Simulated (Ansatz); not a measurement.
Mg₂Si (antifluorite) was put through Ansatz (plane waves). The cell was relaxed with r2SCAN and then strained (uniaxial +1.0 % along z, other directions held), with the atoms relaxed again with r2SCAN; k points keep the names of the unstrained zone.

The cell given to it:
```cif
data_structure
_symmetry_space_group_name_H-M 'P 1'
_symmetry_Int_Tables_number 1
_cell_length_a 4.5041
_cell_length_b 4.5041
_cell_length_c 4.4816
_cell_angle_alpha 60.165
_cell_angle_beta 60.165
_cell_angle_gamma 59.670
_cell_volume 64.28
loop_
_atom_site_label
_atom_site_type_symbol
_atom_site_fract_x
_atom_site_fract_y
_atom_site_fract_z
_atom_site_occupancy
Si1 Si 0.00000 0.00000 0.00000 1
Mg1 Mg 0.25000 0.25000 0.25000 1
Mg2 Mg 0.75000 0.75000 0.75000 1
```

Main lines of the log:
```
scf.n_extra_bands = 4 over 12 filled bands (N_el = 24.0): the run solves 16 bands
Functional definition: HSE06
Crystal: 3 atoms, lattice volume = 64.284 Å³
Basis set: ecut = 420 eV, 1243 PW (Γ)
Symmetry: 16 space group operations
Space group: I4/mmm (ITA 139)
k-points: 30 of 216
[warm-up without exact exchange]
SCF 1 stopped early in 4 iterations: F = -4483.865101 eV  dr2 = 5.37e-7
[exact exchange on]
Exchange kernel: α = 0.2500, screened, ω = 0.2079 Å⁻¹, Wigner–Seitz truncation, v(0) = 1046.8878 eV·Å³, q-mesh 6×6×6
preconditioner: auto → none  [insulator: Δε(μ)=0.525 eV  ℏωp=13.1 eV]
SCF 2 stopped early in 6 iterations: F = -4484.989466 eV  dr2 = 1.53e-6
hybrid outer 1: dexx = +3.662e-3 eV, tail = 3.94e-5 eV
SCF 3 converged in 3 iterations: F = -4484.989321 eV  dr2 = 7.01e-9
hybrid outer 2: dexx = +1.518e-7 eV, tail = 3.13e-8 eV, Δε = 1.67e-3 eV
Free energy (F): -4484.989320 eV
Fermi energy:    5.622778 eV
--- Forces (eV/Å), atoms counted from 1 ---
  atom   1  Si      0.00000      0.00000      0.00000
  atom   2  Mg      0.00000      0.00000      0.00000
  atom   3  Mg      0.00000      0.00000      0.00000
--- Stress (GPa, compression-positive) ---
       -0.253579       0.000000       0.000000
        0.000000      -0.253579       0.000000
        0.000000       0.000000      -1.262846
  P = ⅓ Tr σ = -0.5900 GPa (-5.900 kbar)
--- Band table (eV; the first three rows and the last of 30) ---
  k-point 0: bands = […, -40.5001, -40.4987, -4.6097, 5.5770, 5.6228, 5.6228, 8.0798, 8.7245, 8.7245, 8.7769]
  k-point 1: bands = […, -40.5011, -40.4996, -4.3320, 3.7736, 5.3204, 5.3635, 8.1035, 9.1669, 9.1813, 10.0984]
  k-point 2: bands = […, -40.5039, -40.5021, -3.5911, 1.4692, 4.9401, 5.0038, 7.6017, 8.9707, 9.0310, 11.5052]
  k-point 29: bands = […, -40.4987, -40.4955, -2.3986, 0.6426, 3.4880, 3.4880, 6.2095, 6.5457, 14.4923, 14.4923]
```

bands.tsv, columns around the gap (it counts bands from 0):
```tsv
# k_distance	band_7	band_8	band_9	band_10	band_11	band_12	band_13	band_14	band_15
# fermi_ev = 5.622778
# [0, 0, 0] at k_distance = 0.000000
# [0.5, 0, 0.5] at k_distance = 0.991363
# [0.625, 0.25, 0.625] at k_distance = 1.340132
# [0.375, 0.375, 0.75] at k_distance = 1.946218
# [0.5, 0.5, 0.5] at k_distance = 2.549300
# [0.5, 0.25, 0.75] at k_distance = 3.246838
# [0, 0.5, 0.5] at k_distance = 4.355216
# levels_relative_to = fermi_ev
0.000	-46.121	-10.232	-0.046	0.000	0.000	2.457	3.102	3.102	3.154
0.991	-46.120	-7.993	-4.896	-2.204	-2.180	0.543	0.816	8.711	8.958
1.340	-46.120	-8.022	-4.416	-3.801	-1.830	1.093	3.530	6.581	6.862
1.946	-46.119	-8.036	-4.494	-3.780	-1.770	1.168	3.639	6.631	6.912
2.549	-46.128	-8.629	-5.297	-0.828	-0.755	1.789	3.063	3.127	5.665
3.247	-46.119	-7.952	-4.024	-3.943	-2.910	3.190	4.215	4.315	4.614
4.355	-46.120	-7.993	-4.896	-2.204	-2.180	0.543	0.816	8.711	8.958
```
In order the rows are Γ, X, U, K, L, W, X.

Q: Write the input file that gave this output.

A:
```yaml
crystal:
  # lattice and atoms as above
kpoints:
  mp_grid: { grid: [6, 6, 6] }
  band_path:
    path:
      - [0.0, 0.0, 0.0]
      - [0.5, 0.0, 0.5]
      - [0.625, 0.25, 0.625]
      - [0.375, 0.375, 0.75]
      - [0.5, 0.5, 0.5]
      - [0.5, 0.25, 0.75]
      - [0.0, 0.5, 0.5]
    npoints: 1
hamiltonian:
  xc: hse06
scf:
  occupations: { method: fixed }
  n_extra_bands: 4
output:
  forces: true
  stress: true
  eigenvalues: true
```
The exchange loop shows exact exchange. A single point prints forces and stress when the output block asks for them. Keys that only write grids to files are left aside. Not every key shows in the log; this is the file that was used.

Wall time 29 s on 1 × NVIDIA H100 80GB HBM3 with 2 threads of AMD EPYC 7R13 Processor (Zen 3), with other jobs on the host, load about 0.7 per core; peak host memory 2.5 GiB.

The values are computed, spin-unpolarised, and not measurements.

The program warns that its thresholds are loose for a hybrid's stress.

The meshes of the hybrids are coarse, so their gaps aren't converged to the digits shown.
